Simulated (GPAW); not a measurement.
# MnS (F-43m) in GPAW: single point with PBEsol

Aim: the single point of MnS with PBEsol.

Everything below comes from runs of GPAW 26.7.0. Logs are shortened: lines on timing, memory, paths and dates and some standing lists are left out, and cuts for length are marked. The log counts tension as positive stress, the text compression.

## (1) The crystal as given

Symmetry: F-43m, No. 216, cubic system. Conventional cell: a = 4.947 Å, b = 4.947 Å, c = 4.947 Å, α = 90.00°, β = 90.00°, γ = 90.00°. Around Mn (site symmetry -43m) lie 4 S at 2.14 Å. S (site symmetry -43m) is surrounded by 4 Mn at 2.14 Å.

The cell is a database's computed one.

## (2) Single point, PBEsol, collinear spin, ferromagnetic start

File run.py:

```python
from ase import Atoms
from ase.dft.bandgap import bandgap
from ase.io import write
from ase.units import GPa
from gpaw import GPAW, PW, setup_paths

setup_paths.insert(0, '.')

atoms = Atoms(['Mn', 'S'],
              cell=[[0.0, 2.4734634191, 2.4734634191],
                    [2.4734634191, 0.0, 2.4734634191],
                    [2.4734634191, 2.4734634191, 0.0]],
              scaled_positions=[[0.0, 0.0, 0.0],
                                [0.75, 0.75, 0.75]],
              pbc=True)
atoms.set_initial_magnetic_moments([5.0, 0.0])

calc = GPAW(mode=PW(450),
            xc='PBEsol',
            kpts={'size': (8, 8, 8), 'gamma': True},
            occupations={'name': 'fermi-dirac', 'width': 0.05},
            nbands=21,
            maxiter=120,
            txt='gpaw.txt')
atoms.calc = calc
energy = atoms.get_potential_energy()
forces = atoms.get_forces()
stress = atoms.get_stress()
calc.write('gs.gpw')
write('result.traj', atoms)
print(f'Energy: {energy:.6f} eV')
print('Forces (eV/A):')
print(forces.round(4))
print('Stress (GPa):', (stress / GPa).round(3))
print('Moments:', calc.get_magnetic_moments().round(3))
print('Fermi level:', round(calc.get_fermi_level(), 4), 'eV')
print(f'Gap: {bandgap(calc)[0]:.4f} eV, direct: {bandgap(calc, direct=True)[0]:.4f} eV')
```

Potentials or basis: PAW data sets generated in the run's folder for this functional, pw.

Run with:

```bash
$ gpaw-setup -f PBEsol Mn S
$ OMP_NUM_THREADS=1 python run.py
```

gpaw.txt:

```text
__  _  _
 | _ |_)|_||  |
 |__||  | ||/\| - 26.7.0

Input parameters:
  mode=PW(ecut=450.00000000000006),
  kpts=MonkhorstPack(size=(8, 8, 8), gamma=True),
  maxiter=120,
  nbands=21,
  occupations=Occupations(name='fermi-dirac', width=0.05),
  xc=XC(name='PBEsol')

Diagonalizing LCAO Hamiltonian
Converting LCAO to pw mode

                   S

       Mn

Atoms  # Å, Bohr magnetons
|   | symbol |        x |        y |        z |    initial magnetic moments |
|---|--------|----------|----------|----------|-----------------------------|
| 0 |     Mn | 0.000000 | 0.000000 | 0.000000 | ( 0.0000,  0.0000,  5.0000) |
| 1 |      S | 3.710195 | 3.710195 | 3.710195 | ( 0.0000,  0.0000,  0.0000) |

Unit cell  # Å
| periodic |        x |        y |        z |  lengths |    angles |
|----------|----------|----------|----------|----------|-----------|
|      yes | 0.000000 | 2.473463 | 2.473463 | 3.498006 | 60.000000 |
|      yes | 2.473463 | 0.000000 | 2.473463 | 3.498006 | 60.000000 |
|      yes | 2.473463 | 2.473463 | 0.000000 | 3.498006 | 60.000000 |

Number of symmetries: 24
Symmetry operations  # r_c * U_cc + t_c -> r_c
|    | kind |            matrix            |
|----|------|------------------------------|
|  0 |  E   |  1, 0, 0,  0, 1, 0,  0, 0, 1 |
|  1 |  σ   |  1, 0, 0,  0, 0, 1,  0, 1, 0 |
|  2 |  σ   |  1, 0,-1,  0, 1,-1,  0, 0,-1 |
|  3 |  C3  |  1, 0,-1,  0, 0,-1,  0, 1,-1 |
|  4 |  C3  |  1,-1, 0,  0,-1, 1,  0,-1, 0 |
|  5 |  σ   |  1,-1, 0,  0,-1, 0,  0,-1, 1 |
|  6 |  σ   |  0, 1, 0,  1, 0, 0,  0, 0, 1 |
|  7 |  C3  |  0, 1, 0,  0, 0, 1,  1, 0, 0 |
|  8 |  C2  |  0, 1,-1,  1, 0,-1,  0, 0,-1 |
|  9 |  S4  |  0, 1,-1,  0, 0,-1,  1, 0,-1 |
| 10 |  C3  |  0, 0, 1,  1, 0, 0,  0, 1, 0 |
| 11 |  σ   |  0, 0, 1,  0, 1, 0,  1, 0, 0 |
| 12 |  S4  |  0, 0,-1,  1, 0,-1,  0, 1,-1 |
| 13 |  C3  |  0, 0,-1,  0, 1,-1,  1, 0,-1 |
| 14 |  S4  |  0,-1, 1,  1,-1, 0,  0,-1, 0 |
| 15 |  C2  |  0,-1, 1,  0,-1, 0,  1,-1, 0 |
| 16 |  C3  |  0,-1, 0,  1,-1, 0,  0,-1, 1 |
| 17 |  S4  |  0,-1, 0,  0,-1, 1,  1,-1, 0 |
| 18 |  S4  | -1, 1, 0, -1, 0, 1, -1, 0, 0 |
| 19 |  C3  | -1, 1, 0, -1, 0, 0, -1, 0, 1 |
| 20 |  C3  | -1, 0, 1, -1, 1, 0, -1, 0, 0 |
| 21 |  S4  | -1, 0, 1, -1, 0, 0, -1, 1, 0 |
| 22 |  σ   | -1, 0, 0, -1, 1, 0, -1, 0, 1 |
| 23 |  C2  | -1, 0, 0, -1, 0, 1, -1, 1, 0 |

BZ-sampling:
  Number of BZ points: 512
  Number of IBZ points: 29

  Monkhorst-Pack size: [8, 8, 8]
  Monkhorst-Pack shift: [0.0625, 0.0625, 0.0625]

K-points  # in reciprocal-cell coordinates
|     |                                coordinates |     weight |
|-----|--------------------------------------------|------------|
|   0 | (  0.00000000,   0.00000000,   0.00000000) | 0.00195312 |
|   1 | (  0.12500000,   0.12500000,   0.00000000) | 0.01171875 |
|   2 | (  0.12500000,   0.12500000,   0.12500000) | 0.01562500 |
|   3 | (  0.25000000,   0.12500000,   0.12500000) | 0.02343750 |
|   4 | (  0.25000000,   0.25000000,   0.00000000) | 0.01171875 |
|   5 | (  0.25000000,   0.25000000,   0.12500000) | 0.04687500 |
|   6 | (  0.25000000,   0.25000000,   0.25000000) | 0.01562500 |
|   7 | (  0.37500000,   0.25000000,  -0.37500000) | 0.04687500 |
|   8 | (  0.37500000,   0.25000000,   0.12500000) | 0.04687500 |
|   9 | (  0.37500000,   0.25000000,   0.25000000) | 0.04687500 |
| ... |                                            |            |
|  28 | (  0.50000000,   0.50000000,   0.50000000) | 0.00781250 |

Plane wave coefficients: 670
Cutoff: 450.00000000000006 eV

Spin-components: 2 (collinear spins)
Bands:           21
Projectors:      11
Spin-degeneracy: 1
Datatype:        complex128

Parallelization:
  kpt:    1
  domain: 1
  band:   1

Density:
  Valence electrons: 21.0
  Components: 2
  Grid points: [18 18 18]
  Charge: 0.0  # |e|

Potential:
  Grid points: [18 18 18]

species:
  Mn:
    name:    Manganese
    Z:       25.0
    valence: 15
    core:    10
    charge:  0.0  # [|e|]
    compensation charges:
      type: gauss
      rc: 0.38  # [Å]
      lmax: 2
    cutoffs:
      filter: 2.14  # [Å]
      core: 0.86  # [Å]
    projectors
    | kind |    occ | energy [eV] | rcut [Å] |
    |------|--------|-------------|----------|
    |   3s |  2.000 |     -85.624 |    1.275 |
    |   4s |  2.000 |      -5.124 |    1.275 |
    |   3p |  6.000 |     -54.486 |    1.281 |
    |   4p |  0.000 |      -1.348 |    1.281 |
    |   3d |  5.000 |      -6.794 |    1.138 |
    |    d |        |      20.417 |    1.138 |

    Using partial waves for Mn as LCAO basis

  S:
    name:    Sulfur
    Z:       16.0
    valence: 6
    core:    10
    charge:  0.0  # [|e|]
    compensation charges:
      type: gauss
      rc: 0.24  # [Å]
      lmax: 2
    cutoffs:
      filter: 1.77  # [Å]
      core: 1.66  # [Å]
    projectors
    | kind |    occ | energy [eV] | rcut [Å] |
    |------|--------|-------------|----------|
    |   3s |  2.000 |     -17.192 |    0.974 |
    |   3p |  4.000 |      -6.978 |    0.979 |
    |    s |        |      10.020 |    0.974 |
    |    p |        |      20.234 |    0.979 |
    |    d |        |       0.000 |    0.900 |

    Using partial waves for S as LCAO basis

Reference energy: -42323.512009  # eV

eigensolver:
  PPCG
  Converge bands: occupied
  niter=2

density mixing:
  MSR1-Mixer
  Pratt-step length: 0.05
  Maximum mixing coefficient: 0.75
  Old densities: 10
  SVD Regularization: 0.005
  Good broyden scale: 1.0
  Trust region scale: 1.0
  Backstep threshold: 4.0
  History deletion threshold: 6.0
  Fourier metric: weight=20.0, sigma=0.015

occupation numbers:
  Fermi-Dirac:
    width: 0.0500  # eV

poisson solver:
  ecut: 3600.0000000000005  # eV

xc functional:
  name: PBEsol with 2 nearest neighbor stencil

convergence criteria:
- Maximum [total energy] change in last 3 cyles: 0.0005 eV / valence electron
- Maximum integral of absolute [dens]ity change: 0.0001 electrons / valence electron
- Maximum integral of absolute [eigenst]ate change: 4e-08 eV^2 / valence electron
maximum number of iterations: 120

SCF iterations
|iter     | |      energy | eigst |  dens |  magmom |
|---------|-|-------------|-------|-------|---------|
|iter:   1| |  -14.519933 | +0.21 |       |  +5.0046|
|iter:   2| |  -14.526978 | -1.93 | -0.97 |  +4.9440|
|iter:   3| |  -15.160817 | -2.00 | -0.99 |  +3.6195|
|iter:   4| |  -15.713422 | -1.49 | -1.11 |  +3.1725|
|iter:   5| |  -15.141559 | -1.87 | -1.07 |  +2.3695|
|iter:   6| |  -15.246498 | -3.00 | -1.63 |  +1.5638|
|iter:   7| |  -15.394414 | -2.72 | -1.70 |  +0.3604|
|iter:   8| |  -15.368944 | -2.63 | -1.77 |  -0.7443|
|iter:   9| |  -15.397695 | -3.28 | -1.66 |  -0.0964|
|iter:  10| |  -15.404846 | -3.75 | -2.27 |  +0.2615|
|iter:  11| |  -15.404485c| -4.75 | -2.51 |  +0.3709|
|iter:  12| |  -15.402933c| -4.10 | -2.36 |  +0.1597|
|iter:  13| |  -15.404984c| -4.73 | -2.64 |  +0.2795|
|iter:  14| |  -15.405182c| -5.68 | -3.08 |  +0.2842|
|iter:  15| |  -15.405189c| -6.28 | -3.45 |  +0.2762|
|iter:  16| |  -15.405291c| -6.66 | -3.81 |  +0.2844|
|iter:  17| |  -15.405283c| -7.64c| -4.21c|  +0.2822|

Converged in 17 steps
Energy contributions relative to reference atoms: (reference = -42323.512009)

Energy contributions:
  Kinetic:           4.902169
  Coulomb:          -3.878243
  Zero:              0.206338
  External:          0.000000
  Xc:              -16.627053
  Entropy:          -0.016988
  Spinorbit:         0.000000
  ----------------------------
  Free energy:     -15.413777
  Extrapolated:    -15.405283

dipole moment: (-7.728988, -7.728988, -7.728988)  # |e|*Ang

Total magnetic moment: (0.000000, 0.000000, 0.282153)

Local magnetic moments
|        x |        y |         z |
|----------|----------|-----------|
| 0.000000 | 0.000000 |  0.267107 |  # Mn   0
| 0.000000 | 0.000000 | -0.005192 |  # S    1

Fermi level: 7.756
Eigenvalues  # (at kpt = [0.000, 0.000, 0.000])
| band index |      eig [eV] | occ [0-1] |      eig [eV] | occ [0-1] |
|------------|---------------|-----------|---------------|-----------|
|          0 |       -70.962 |     1.000 |       -70.686 |     1.000 |
|        ... |               |           |               |           |
|          2 |       -39.931 |     1.000 |       -39.661 |     1.000 |
|          3 |       -39.931 |     1.000 |       -39.661 |     1.000 |
|          4 |        -7.527 |     1.000 |        -7.515 |     1.000 |
|          5 |         3.016 |     1.000 |         3.084 |     1.000 |
|          6 |         3.016 |     1.000 |         3.084 |     1.000 |
|          7 |         3.016 |     1.000 |         3.084 |     1.000 |
[... 8 lines left out ...]
|         16 |        15.487 |     0.000 |        15.551 |     0.000 |
|         17 |        20.986 |     0.000 |        21.070 |     0.000 |
|        ... |               |           |               |           |
|         20 |        23.874 |     0.000 |        23.919 |     0.000 |

No gap
No difference between direct/indirect transitions

Forces  # eV/Ang
|       x |       y |        z |
|---------|---------|----------|
| 0.00000 | 0.00000 | -0.00000 |  # Mn   0
| 0.00000 | 0.00000 |  0.00000 |  # S    1

Stress tensor  # eV/Ang^3
|         x |         y |         z |
|-----------|-----------|-----------|
|  0.015682 | -0.000000 | -0.000000 |
| -0.000000 |  0.015682 |  0.000000 |
| -0.000000 |  0.000000 |  0.015682 |

# Writing to gs.gpw (mode='')
```

It took 32 s on 1 thread of Arm Neoverse V2, shared host; peak memory 0.15 GiB.

What came out:

| Quantity | Value |
| --- | --- |
| Free energy | -15.4138 eV |
| Pressure | -2.5 GPa |
| Band gap on the k mesh | none (metal or under the smearing width) |
| Net moment | 0.28 μB per cell |
| Site moments | Mn +0.27; S -0.01 μB |

Levels at points of the mesh, in eV from the Fermi level:
Spin up:
```
           k point  band 7  band 8  band 9  band 10  band 11  band 12  band 13  band 14  band 15  band 16
(0.00, 0.00, 0.00)   -4.74   -4.74   -0.93    -0.93     3.63     3.72     3.72     3.72     7.73     7.73
(0.50, 0.50, 0.00)   -4.08   -4.08   -1.84    -0.32    -0.26     0.17     0.17     5.51     6.71    12.89
(0.50, 0.50, 0.50)   -4.46   -4.46   -0.66    -0.66    -0.42     1.89     1.89     5.35     8.51     8.51
```
Spin down:
```
           k point  band 8  band 9  band 10  band 11  band 12  band 13
(0.00, 0.00, 0.00)   -4.67   -0.62    -0.62     3.67     3.83     3.83
(0.50, 0.50, 0.00)   -4.05   -1.73    -0.07     0.08     0.32     0.32
(0.50, 0.50, 0.50)   -4.39   -0.37    -0.37    -0.26     2.01     2.01
```

Caveat: the cutoff is short for stress and forces, so pressures can be off by a GPa or more; the moment fell far below its start of 5 μB, so a state of higher moment may lie lower in energy; semilocal functionals often make such compounds metallic where correlation or magnetic order opens a gap, which also shifts bond lengths. With open d or f shells a metallic result of PBEsol can be an artefact of self-interaction; +U or a hybrid may open a gap.
